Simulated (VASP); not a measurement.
# TiN (Fm-3m) in VASP: single point with PBE

Aim: the single point of TiN with PBE.

Everything below comes from runs of VASP 6.6.1. Logs are shortened: lines on timing, memory, paths and dates and some standing lists are left out, and cuts for length are marked.

## (1) Starting point

The structure is cubic, space group Fm-3m (No. 225). The conventional cell has a = 4.249 Å, b = 4.249 Å, c = 4.249 Å, α = 90.00°, β = 90.00°, γ = 90.00°. Ti (site symmetry m-3m) has 6 N at 2.12 Å as nearest neighbours. N (site symmetry m-3m) is surrounded by 6 Ti at 2.12 Å.

## (2) Single point, PBE

INCAR reads:

```
SYSTEM = TiN
PREC     = Accurate       ! precision mode
ENCUT    = 520            ! plane-wave cutoff, eV
EDIFF    = 1E-6           ! SCF threshold, eV
ISMEAR   = 1              ! smearing method
SIGMA    = 0.1            ! smearing width, eV
LREAL    = .FALSE.        ! projectors in reciprocal space
LASPH    = .TRUE.         ! aspherical terms in the spheres
NELM     = 80             ! most SCF steps
ALGO     = Normal         ! electronic algorithm
ISIF     = 2              ! what is computed and relaxed
LWAVE    = .FALSE.        ! write WAVECAR
LCHARG   = .FALSE.        ! write CHGCAR
GGA      = PE             ! functional
ICORELEVEL= 1
```

KPOINTS reads:

```
Automatic mesh
0
G
  13 13 25
  0 0 0
```

POSCAR reads:

```
TiN
1.0
    3.0042124600      0.0000000000      0.0000000000
    0.0000000000      3.0042124600      0.0000000000
    1.5021062300      1.5021062300      2.1242990000
Ti N
1 1
Direct
    0.0000000000      0.0000000000      0.0000000000
    0.5000000000      0.5000000000      0.0000000000
```

Potentials or basis: VASP PAW PBE potentials, release 64 (Ti_sv, N).

Command:

```bash
> cat potpaw_PBE.64/Ti_sv/POTCAR potpaw_PBE.64/N/POTCAR > POTCAR
> mpirun -np 1 vasp_std > vasp.out
```

OUTCAR:

```text
SYSTEM = TiN
   PREC = Accurate
   ENCUT = 520
   EDIFF = 1E-6
   ISMEAR = 1
   LREAL = .FALSE.
   LASPH = .TRUE.
   NELM = 80
   ISIF = 2
   GGA = PE

 ion  position               nearest neighbor table
   1  0.000  0.000  0.000-   2 2.12   2 2.12   2 2.12   2 2.12   2 2.12   2 2.12
   2  0.500  0.500  0.000-   1 2.12   1 2.12   1 2.12   1 2.12   1 2.12   1 2.12

  LATTYP: Found a face centered cubic cell.
 ALAT       =     4.2485980026

  Lattice vectors:

 A1 = (   1.5021062300,   1.5021062300,   2.1242990000)
 A2 = (   1.5021062300,  -1.5021062300,   2.1242990000)
 A3 = (   3.0042124600,   0.0000000000,   0.0000000000)

Analysis of symmetry for initial positions (statically):
=====================================================================
 Subroutine PRICEL returns:
 Original cell was already a primitive cell.

 Routine SETGRP: Setting up the symmetry group for a
 face centered cubic supercell.

 Subroutine GETGRP returns: Found 48 space group operations
 (whereof 48 operations were pure point group operations)
 out of a pool of 48 trial point group operations.

The static configuration has the point symmetry O_h .

Analysis of symmetry for dynamics (positions and initial velocities):
=====================================================================
 Subroutine PRICEL returns:
 Original cell was already a primitive cell.

 Routine SETGRP: Setting up the symmetry group for a
 face centered cubic supercell.

 Subroutine GETGRP returns: Found 48 space group operations
 (whereof 48 operations were pure point group operations)
 out of a pool of 48 trial point group operations.

The dynamic configuration has the point symmetry O_h .

 Subroutine INISYM returns: Found 48 space group operations
 (whereof 48 operations are pure point group operations),
 and found     1 'primitive' translations

----------------------------------------------------------------------------------------

                                     Primitive cell

  volume of cell :      19.1724

  direct lattice vectors                    reciprocal lattice vectors
     3.004212460  0.000000000  0.000000000     0.332865939  0.000000000 -0.235371763
     0.000000000  3.004212460  0.000000000     0.000000000  0.332865939 -0.235371763
     1.502106230  1.502106230  2.124299000     0.000000000  0.000000000  0.470743525

  length of vectors
     3.004212460  3.004212460  3.004212458     0.407675851  0.407675851  0.470743525

  position of ions in fractional coordinates (direct lattice)
     0.000000000  0.000000000  0.000000000
     0.500000000  0.500000000  0.000000000

  ion indices of the primitive-cell ions
   primitive index   ion index
                 1           1
                 2           2

----------------------------------------------------------------------------------------

 KPOINTS: Automatic mesh

Automatic generation of k-mesh.
 Grid dimensions read from file:
 generate k-points for:   13   13   25

 Generating k-lattice:

  Cartesian coordinates                     Fractional coordinates (reciprocal lattice)
     0.025605072  0.000000000 -0.018105520     0.076923077  0.000000000  0.000000000
     0.000000000  0.025605072 -0.018105520     0.000000000  0.076923077  0.000000000
     0.000000000  0.000000000  0.018829741     0.000000000  0.000000000  0.040000000

  Length of vectors
     0.031359681  0.031359681  0.018829741

  Shift w.r.t. Gamma in fractional coordinates (k-lattice)
     0.000000000  0.000000000  0.000000000

 -----------------------------------------------------------------------------
|                                                                             |
|           W    W    AA    RRRRR   N    N  II  N    N   GGGG   !!!           |
|           W    W   A  A   R    R  NN   N  II  NN   N  G    G  !!!           |
|           W    W  A    A  R    R  N N  N  II  N N  N  G       !!!           |
|           W WW W  AAAAAA  RRRRR   N  N N  II  N  N N  G  GGG   !            |
|           WW  WW  A    A  R   R   N   NN  II  N   NN  G    G                |
|           W    W  A    A  R    R  N    N  II  N    N   GGGG   !!!           |
|                                                                             |
|     Your reciprocal lattice and k-lattice belong to different lattice       |
|     classes:                                                                |
|                                                                             |
|        The reciprocal lattice is body-centered cubic,                       |
|        whereas your k-lattice is base-centered monoclinic.                  |
|                                                                             |
|     Results are often still useful ...                                      |
|                                                                             |
 -----------------------------------------------------------------------------

 WARNING: IBZKPT: internal override: KBLOWUP is changed to .FALSE.
      ... skipping the blow-up phase ...

 Subroutine IBZKPT returns following result:
 ===========================================

 Found   1141 irreducible k-points:

 Following reciprocal coordinates:
            Coordinates               Weight
  0.000000  0.000000  0.000000      1.000000
  0.076923  0.000000  0.000000      4.000000
  0.153846  0.000000  0.000000      4.000000
  0.230769  0.000000  0.000000      4.000000
  0.307692  0.000000  0.000000      4.000000
  0.384615  0.000000  0.000000      4.000000
[... 16 lines left out ...]
  0.384615  0.153846  0.000000      4.000000
  0.461538  0.153846  0.000000      4.000000
 [... further k-points ...]
   k-points           NKPTS =   1141   k-points in BZ     NKDIM =   1141   number of bands    NBANDS=     12
   number of dos      NEDOS =    301   number of ions     NIONS =      2
   total plane-waves  NPLWV =  13824
   dimension x,y,z NGX =    24 NGY =   24 NGZ =   24
   dimension x,y,z NGXF=    48 NGYF=   48 NGZF=   48
   ions per type =               1   1
   NGX,Y,Z   is equivalent  to a cutoff of  13.28, 13.28, 13.28 a.u.
   NGXF,Y,Z  is equivalent  to a cutoff of  26.56, 26.56, 26.56 a.u.
 SYSTEM =  TiN
   PREC   = accura    normal or accurate (medium, high low for compatibility)
   ISTART =      0    job   : 0-new  1-cont  2-samecut
   ICHARG =      2    charge: 1-file 2-atom 10-const
   ISPIN  =      1    spin polarized calculation?
   LNONCOLLINEAR =      F non collinear calculations
   LSORBIT =      F    spin-orbit coupling
   LASPH  =      T    aspherical Exc in radial PAW
   ENCUT  =  520.0 eV  38.22 Ry    6.18 a.u.   5.59  5.59  5.59*2*pi/ulx,y,z
   NELM   =     80;   NELMIN=  2; NELMDL= -5     # of ELM steps
   EDIFF  = 0.1E-05   stopping-criterion for ELM
   LREAL  =      F    real-space projection
[... 7 lines left out ...]
   TEBEG  =    0.0;   TEEND  =   0.0 temperature during run
   PSTRESS=    0.0 pullay stress
   NELECT =      17.0000    total number of electrons
   NUPDOWN=      -1.0000    fix difference up-down
   EMIN   =  10.00;   EMAX   =-10.00  energy-range for DOS
   EFERMI =   0.00;   METHOD = LEGACY
   ISMEAR =     1;   SIGMA  =   0.10  broadening in eV -4-tet -1-fermi 0-gaus
   EFERMI_NEDOS =   21; number of points for ismear=-14 and -15
   IALGO  =     38    algorithm
   IMIX   =      4    mixing-type and parameters
     AMIX     =   0.40;   BMIX     =  1.00
     AMIX_MAG =   1.60;   BMIX_MAG =  1.00
  volume/ion in A,a.u.               =       9.59        64.69
  Fermi-wavevector in a.u.,A,eV,Ry     =   1.572771  2.972106 33.655489  2.473609
  Thomas-Fermi vector in A             =   2.674155
   LORBIT       =      0    0 simple, 1 ext, 2 COOP (PROOUT), +10 PAW based schemes
   GGA     = PE    functional components
   LHFCALC =     F    Hartree Fock is set to
   AEXX    =    0.0000 exact exchange contribution
   IVDW    =     0    specifies the selected vdW correction
   LEPSILON=     F    determine dielectric tensor
   LRPA    =     F    only Hartree local field effects (RPA)
 non-spin polarized calculation
 Methfessel and Paxton  Order N= 1 SIGMA  =   0.10
  energy-cutoff  :      520.00
  volume of cell :       19.17
 maximum number of plane-waves:       533
   NGX = 11   NGY = 11   NGZ = 11

 number of electron      17.0000002 magnetization

 Free energy of the ion-electron system (eV)
  ---------------------------------------------------
  ext. energy  EPLUGINS =         0.00000000
  ---------------------------------------------------
  free energy    TOTEN  =       -19.63766955 eV

  energy without entropy =      -19.63780406  energy(sigma->0) =      -19.63771439

 the core state eigenenergies are
   1-  1s  -4852.2229  2s   -520.9818  2p   -428.2576
   2-  1s   -366.0552

 E-fermi :  11.4049     XC(G=0): -12.9931

 val. band max:       11.4046725732   @ k =   0.1538   0.1538   0.3600
 cond. band min:      11.4090553727   @ k =   0.2308   0.0000   0.3200
 fundamental gap:      0.0043827995
 Fermi energy:        11.4048919962

 k-point     1 :       0.0000    0.0000    0.0000
  band No.  band energies     occupation
      1     -46.4945      2.00000
      2     -22.4775      2.00000
      3     -22.4775      2.00000
      4     -22.4775      2.00000
      5      -5.6899      2.00000
      6       9.3444      2.00000
      7       9.3444      2.00000
      8       9.3444      2.00000
      9      10.7729      2.00000
     10      10.7729      2.00000
     11      10.7729      2.00000
     12      11.9559     -0.00000

 k-point     2 :       0.0769    0.0000    0.0000
  band No.  band energies     occupation
      1     -46.4892      2.00000
      2     -22.5155      2.00000
      3     -22.4807      2.00000
      4     -22.4807      2.00000
      5      -5.5759      2.00000
      6       8.7107      2.00000
      7       8.8757      2.00000
      8       8.8757      2.00000
      9      10.9353      2.00000
     10      10.9353      2.00000
     11      11.0838      2.00005
     12      12.4532     -0.00000
[... 241 lines left out ...]
 k-point    19 :      -0.0769    0.0769    0.0000
  band No.  band energies     occupation
      1     -46.4874      2.00000
      2     -22.5133      2.00000
      3     -22.4891      2.00000
      4     -22.4891      2.00000
      5      -5.5410      2.00000
      6       8.2442      2.00000
      7       8.9822      2.00000
      8       8.9822      2.00000
      9      10.5957      2.00000
     10      11.3006      2.05798
     11      11.3006      2.05798
     12      12.0116     -0.00000

 k-point    20 :       0.1538    0.1538    0.0000
  band No.  band energies     occupation
      1     -46.4462      2.00000
      2     -22.7589      2.00000

------------------------ aborting loop because EDIFF is reached ----------------------------------------

  FORCE on cell =-STRESS in cart. coord.  units (eV):
  Direction    XX          YY          ZZ          XY          YZ          ZX
  --------------------------------------------------------------------------------------
  -------------------------------------------------------------------------------------
  Total        0.0063056      0.0063056      0.0063056      0.0000000      0.0000000      0.0000000
  in kB        0.5269411      0.5269411      0.5269411      0.0000000      0.0000000      0.0000000
  external PRESSURE =       0.5269411 kB  Pullay stress =       0.0000000 kB

 VOLUME and BASIS-vectors are now :
 -----------------------------------------------------------------------------
  energy-cutoff  :      520.00
  volume of cell :       19.17
      direct lattice vectors                 reciprocal lattice vectors
     3.004212460  0.000000000  0.000000000     0.332865939  0.000000000 -0.235371763
     0.000000000  3.004212460  0.000000000     0.000000000  0.332865939 -0.235371763
     1.502106230  1.502106230  2.124299000     0.000000000  0.000000000  0.470743525

 POSITION                                       TOTAL-FORCE (eV/Angst)
 -----------------------------------------------------------------------------------
      0.00000      0.00000      0.00000         0.000000      0.000000      0.000000
      1.50211      1.50211      0.00000        -0.000000     -0.000000      0.000000
 -----------------------------------------------------------------------------------
    total drift:                               -0.000000     -0.000000     -0.000000

  FREE ENERGIE OF THE ION-ELECTRON SYSTEM (eV)
  ---------------------------------------------------
  free  energy   TOTEN  =       -19.6376695506 eV

  energy  without entropy=      -19.6378040614  energy(sigma->0) =      -19.63771439
```

Run time: 85 s. Hardware: 1 thread of Intel Xeon 6975P-C (Granite Rapids), shared host; peak memory 0.39 GiB.

Results:

```
Free energy            : -19.6377 eV
Pressure               : 0.1 GPa
Band gap on the k mesh : none (metal or under the smearing width)
```

Core levels (eV, on the scale of the bands):
| atom | levels |
| --- | --- |
| 1 Ti | 1s -4852.2, 2s -521.0, 2p -428.3 |
| 2 N | 1s -366.1 |
